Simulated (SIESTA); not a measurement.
Ti under changes of volume

One of the cells (17.676 Å³/atom); the others are scaled copies at fixed shape and fractional positions:

```
Ti
1.0
    -1.64100    1.64100    1.64100
     1.64100   -1.64100    1.64100
     1.64100    1.64100   -1.64100
Ti
1
Direct
  0.00000 0.00000 0.00000
```

This isn't the form of Ti at room conditions, which is hcp.

* Program: SIESTA 5.4.2
* Functional: LDA
* Potentials or basis: PseudoDojo 0.4 standard (LDA files)
* Basis: DZP (energy shift 0.003 Ry; two zetas on semicore shells)
* Grid cutoff: 800 Ry
* Energy shift: 0.003 Ry
* k mesh: 11 × 11 × 11
* Occupations: fermi-dirac, width 0.05 eV
* Spin: no spin polarisation

| volume (Å³/atom) | energy over the lowest point (meV/atom) | pressure (GPa) |
| --- | --- | --- |
| 16.616 | 0.00 | -5.1 |
| 16.969 | 14.04 | -7.2 |
| 17.323 | 32.75 | -9.2 |
| 17.676 | 55.39 | -10.9 |
| 18.030 | ? | ? |
| 18.383 | 111.30 | -13.9 |
| 18.737 | 143.81 | -15.2 |

Q: What does the run at 18.030 Å³/atom give?

A: Energy over the lowest point 81.76 meV/atom; pressure -12.4 GPa.

Worked out: A Birch-Murnaghan fit of order 3 (a polynomial in V^(-2/3)) to the other rows has no minimum within the range. It gives 81.77 meV/atom at 18.030 Å³/atom, against the run's 81.76, and -dE/dV = -12.7 GPa, against -12.4.

Energies are extrapolated to zero smearing.

Caveats: the basis of atomic orbitals isn't converged, which shifts pressures, moduli and gaps.
